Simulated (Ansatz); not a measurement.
Structure types of Ni were relaxed at one common pressure (all-electron LAPW in Ansatz 0.2.0 under PBE, scalar-relativistic, ferromagnetic start, zero temperature). They take these volumes:

| type | space group | V (Å³/atom) |
| --- | --- | --- |
| fcc | Fm-3m | 6.65 |
| bcc | Im-3m | 6.65 |
| hcp | P6_3/mmc | 6.66 |
| diamond | Fd-3m | 8.29 |
| beta tin | I4_1/amd | 6.94 |
| simple hexagonal | P6/mmm | 6.90 |

Problem. At about which pressure, and is the densest type also the lowest in enthalpy?

Solution. 320 GPa. The densest types tie within 0.02 Å³/atom, and fcc is the lowest in enthalpy.
